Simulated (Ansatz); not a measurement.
## CdS: relaxed-ion elastic tensor

All numbers below come from DFT PBE, scalar-relativistic, plane waves, PAW in Ansatz 0.2.0. Plane waves to 420 eV; Γ-centred k mesh 6×6×4; fixed occupations. No spin polarisation.

Relaxed structure:
```yaml
crystal:
  lattice:
    - [4.19696, 0.00000, 0.00000]
    - [-2.09848, 3.63467, 0.00000]
    - [0.00000, 0.00000, 6.82791]
  atoms:
    - { symbol: Cd, position: [0.33333, 0.66667, 0.99920] }
    - { symbol: Cd, position: [0.66667, 0.33333, 0.49920] }
    - { symbol: S, position: [0.33333, 0.66667, 0.37580] }
    - { symbol: S, position: [0.66667, 0.33333, 0.87580] }
```

Task: Give the relaxed-ion elastic constants (GPa, Voigt order xx yy zz yz xz xy, on the axes of the cell above).

Result:
C11 = 77.9, C12 = 44.4, C13 = 37.2, C22 = 77.9, C23 = 37.2, C33 = 85.8, C44 = 15.0, C55 = 15.0, C66 = 16.8 GPa; the others vanish.

Task: Is the crystal stable against homogeneous strain?

Result: Yes: the least eigenvalue of the tensor is 15.0 GPa.

Task: And the moduli of a polycrystal (Hill averages)?

Result: B = 53 GPa, G = 17 GPa, E = 47 GPa, ν = 0.35.

Cost: 1 run of about 6.7 core-minutes, on Intel Xeon Platinum 8259CL (Skylake/Cascade Lake) (shared hosts).